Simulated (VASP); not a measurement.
# TiO2 in VASP: a series of runs, part 2 of 2

VASP 6.6.1.

## (5) Single point, PBE

File INCAR:

```
SYSTEM = TiO2
ADDGRID = .False.
ALGO = Normal
EDIFF = 1E-7
ENCUT = 460
GGA = PE
ISIF = 2
ISMEAR = 0
LASPH = .True.
LCHARG = .False.
LREAL = .False.
LWAVE = .False.
NBANDS = 33
NELM = 100
PREC = Accurate
SIGMA = 0.5
```

File KPOINTS:

```
k-points
0
Gamma
  3 3 4
  0 0 0
```

File POSCAR:

```
TiO2
1.0
    4.5998373239      0.0000000000      0.0000000000
    0.0000000000      4.5998373239      0.0000000000
    0.0000000000      0.0000000000      2.9592135600
Ti O
2 4
Direct
    0.0158320000      0.0032400000      0.4722370000
    0.5214710000      0.5093840000      0.0048770000
    0.3233600000      0.3195450000      0.4593590000
    0.1957040000      0.8057180000      0.0434810000
    0.7872850000      0.2085030000     -0.0059320000
    0.6699180000      0.6742240000      0.5240680000
```

Potentials or basis: VASP PAW PBE potentials, release 64 (Ti_sv, O).

Launch:

```console
$ cat potpaw_PBE.64/Ti_sv/POTCAR potpaw_PBE.64/O/POTCAR > POTCAR
$ mpirun -np 1 vasp_std > vasp.out
```

OUTCAR:

```text
SYSTEM = TiO2
   EDIFF = 1E-7
   ENCUT = 460
   GGA = PE
   ISIF = 2
   ISMEAR = 0
   LASPH = .True.
   LREAL = .False.
   NELM = 100
   PREC = Accurate

 Found     19 irreducible k-points:

 Following reciprocal coordinates:
            Coordinates               Weight
  0.000000  0.000000  0.000000      1.000000
  0.333333  0.000000  0.000000      2.000000
  0.000000  0.333333  0.000000      2.000000
  0.333333  0.333333  0.000000      2.000000
 -0.333333  0.333333  0.000000      2.000000
  0.000000  0.000000  0.250000      2.000000
   k-points           NKPTS =     19   k-points in BZ     NKDIM =     19   number of bands    NBANDS=     33
   number of dos      NEDOS =    301   number of ions     NIONS =      6
   total plane-waves  NPLWV =  24576
   dimension x,y,z NGX =    32 NGY =   32 NGZ =   24
   dimension x,y,z NGXF=    64 NGYF=   64 NGZF=   48
   ions per type =               2   4
   NGX,Y,Z   is equivalent  to a cutoff of  11.57, 11.57, 13.48 a.u.
   NGXF,Y,Z  is equivalent  to a cutoff of  23.13, 23.13, 26.97 a.u.
 SYSTEM =  TiO2
   PREC   = accura    normal or accurate (medium, high low for compatibility)
   ISTART =      0    job   : 0-new  1-cont  2-samecut
   ICHARG =      2    charge: 1-file 2-atom 10-const
   ISPIN  =      1    spin polarized calculation?
   LNONCOLLINEAR =      F non collinear calculations
   LSORBIT =      F    spin-orbit coupling
   LASPH  =      T    aspherical Exc in radial PAW
   ENCUT  =  460.0 eV  33.81 Ry    5.81 a.u.   8.04  8.04  5.18*2*pi/ulx,y,z
   NELM   =    100;   NELMIN=  2; NELMDL= -5     # of ELM steps
   EDIFF  = 0.1E-06   stopping-criterion for ELM
   LREAL  =      F    real-space projection
   EDIFFG = 0.1E-05   stopping-criterion for IOM
   NSW    =      0    number of steps for IOM
   IBRION =     -1    ionic relax: 0-MD 1-quasi-New 2-CG
   NFREE  =      0    steps in history (QN), initial steepest desc. (CG)
   ISIF   =      2    stress and relaxation
   ISYM   =      2    0-nonsym 1-usesym 2-fastsym
   POTIM  = 0.5000    time-step for ionic-motion
   TEBEG  =    0.0;   TEEND  =   0.0 temperature during run
   PSTRESS=    0.0 pullay stress
   NELECT =      48.0000    total number of electrons
   NUPDOWN=      -1.0000    fix difference up-down
   EMIN   =  10.00;   EMAX   =-10.00  energy-range for DOS
   EFERMI =   0.00;   METHOD = LEGACY
   ISMEAR =     0;   SIGMA  =   0.50  broadening in eV -4-tet -1-fermi 0-gaus
   EFERMI_NEDOS =   21; number of points for ismear=-14 and -15
   IALGO  =     38    algorithm
   IMIX   =      4    mixing-type and parameters
     AMIX     =   0.40;   BMIX     =  1.00
     AMIX_MAG =   1.60;   BMIX_MAG =  1.00
  volume/ion in A,a.u.               =      10.44        70.42
  Fermi-wavevector in a.u.,A,eV,Ry     =   1.498309  2.831394 30.544140  2.244931
  Thomas-Fermi vector in A             =   2.610085
   LORBIT       =      0    0 simple, 1 ext, 2 COOP (PROOUT), +10 PAW based schemes
   GGA     = PE    functional components
   LHFCALC =     F    Hartree Fock is set to
   AEXX    =    0.0000 exact exchange contribution
   IVDW    =     0    specifies the selected vdW correction
   LEPSILON=     F    determine dielectric tensor
   LRPA    =     F    only Hartree local field effects (RPA)
 non-spin polarized calculation
 Gauss-broadening in eV      SIGMA  =   0.50
  energy-cutoff  :      460.00
  volume of cell :       62.61
 maximum number of plane-waves:      1415
   NGX = 17   NGY = 17   NGZ = 11

 number of electron      47.9999995 magnetization

 Free energy of the ion-electron system (eV)
  ---------------------------------------------------
  ext. energy  EPLUGINS =         0.00000000
  ---------------------------------------------------
  free energy    TOTEN  =       -52.56842049 eV

  energy without entropy =      -52.56725448  energy(sigma->0) =      -52.56783749

 E-fermi :   5.7574     XC(G=0): -11.3495

 val. band max:        4.9085203324   @ k =   0.0000   0.0000   0.0000
 cond. band min:       6.8671382637   @ k =   0.0000   0.3333   0.5000
 fundamental gap:      1.9586179313
 Fermi energy:         5.7573971440

 k-point     1 :       0.0000    0.0000    0.0000
  band No.  band energies     occupation
      1     -52.2824      2.00000
      2     -51.4340      2.00000
      3     -28.5799      2.00000
      4     -28.4363      2.00000
      5     -28.4036      2.00000
      6     -27.8283      2.00000
[... 25 lines left out ...]
     32      10.9648      0.00000
     33      12.3082      0.00000
[... 149 lines left out ...]
      3     -28.6497      2.00000
      4     -28.4952      2.00000
      5     -28.4150      2.00000
      6     -27.9736      2.00000
[... 25 lines left out ...]
     32      10.6558      0.00000
     33      11.5224      0.00000

 [... further k-points ...]

------------------------ aborting loop because EDIFF is reached ----------------------------------------

  FORCE on cell =-STRESS in cart. coord.  units (eV):
  Direction    XX          YY          ZZ          XY          YZ          ZX
  --------------------------------------------------------------------------------------
  -------------------------------------------------------------------------------------
  Total        4.9096238      5.4571752      8.0244487     -0.2332176     -0.4033263     -3.1659071
  in kB      125.6312094    139.6423738    205.3357324     -5.9677504    -10.3206222    -81.0116542
  external PRESSURE =     156.8697719 kB  Pullay stress =       0.0000000 kB

 VOLUME and BASIS-vectors are now :
 -----------------------------------------------------------------------------
  energy-cutoff  :      460.00
  volume of cell :       62.61
      direct lattice vectors                 reciprocal lattice vectors
     4.599837324  0.000000000  0.000000000     0.217398993  0.000000000  0.000000000
     0.000000000  4.599837324  0.000000000     0.000000000  0.217398993  0.000000000
     0.000000000  0.000000000  2.959213560     0.000000000  0.000000000  0.337927622

 POSITION                                       TOTAL-FORCE (eV/Angst)
 -----------------------------------------------------------------------------------
      0.07282      0.01490      1.39745        -0.369708      2.023475      0.554915
      2.39868      2.34308      0.01443        -1.287338     -1.284230      0.596194
      1.48740      1.46986      1.35934        -3.372171     -2.819490      1.694006
      0.90021      3.70617      0.12867        -0.660803      0.303776     -1.574217
      3.62138      0.95908      2.94166         2.234646     -2.138410      0.520526
      3.08151      3.10132      1.55083         3.455374      3.914879     -1.791423
 -----------------------------------------------------------------------------------
    total drift:                               -0.000039     -0.000097      0.000502

  FREE ENERGIE OF THE ION-ELECTRON SYSTEM (eV)
  ---------------------------------------------------
  free  energy   TOTEN  =       -52.5684204908 eV

  energy  without entropy=      -52.5672544820  energy(sigma->0) =      -52.56783749
```

OSZICAR:

```text
N       E                     dE             d eps       ncg     rms          rms(c)
DAV:   1     0.637582590517E+03    0.63758E+03   -0.22919E+04  1254   0.160E+03
DAV:   2     0.269278930336E+02   -0.61065E+03   -0.56379E+03  1372   0.495E+02
[... 10 lines left out ...]
DAV:  13    -0.525684250671E+02    0.11146E-02   -0.21669E-03  1776   0.438E-01    0.434E-02
DAV:  14    -0.525684414463E+02   -0.16379E-04   -0.36628E-04  1625   0.140E-01    0.480E-02
DAV:  15    -0.525684241363E+02    0.17310E-04   -0.44588E-05  1382   0.437E-02    0.233E-02
DAV:  16    -0.525684237703E+02    0.36601E-06   -0.64707E-06  1513   0.176E-02    0.171E-02
DAV:  17    -0.525684204743E+02    0.32960E-05   -0.82641E-06  1620   0.216E-02    0.308E-03
DAV:  18    -0.525684205273E+02   -0.53093E-07   -0.11568E-06  1272   0.672E-03    0.235E-03
DAV:  19    -0.525684204908E+02    0.36583E-07   -0.13400E-07   875   0.509E-03
   1 F= -.52568420E+02 E0= -.52567837E+02  d E =-.116601E-02
```

stdout:

```text
POSCAR found type information on POSCAR TiO
 POSCAR found :  2 types and       6 ions
 scaLAPACK will be used
 LDA part: xc-table for (Slater+PW92), standard interpolation
 POSCAR, INCAR and KPOINTS ok, starting setup
 FFT: planning ... GRIDC
 FFT: planning ... GRID_SOFT
 FFT: planning ... GRID
 WAVECAR not read
 entering main loop
```

It took 25 s on 1 thread of AMD EPYC 9R45 (Zen 5), shared host; peak memory 0.14 GiB.

These settings aren't checked as converged: the numbers below hold their error.

What came out:

```
Free energy            : -52.5684 eV
Pressure               : 15.7 GPa
Largest force          : 5.520 eV/Å
Band gap on the k mesh : 1.96 eV, indirect (least direct gap 1.97 eV)
```

Caveat: the k mesh is coarse (spacing up to 0.53 Å⁻¹), so the values aren't converged; the cutoff is under 1.25 times the usual one of these potentials, so pressure, stress and relaxed cells hold a basis-set (Pulay) error; an odd mesh through Γ misses points on the zone boundary, where band edges often lie.
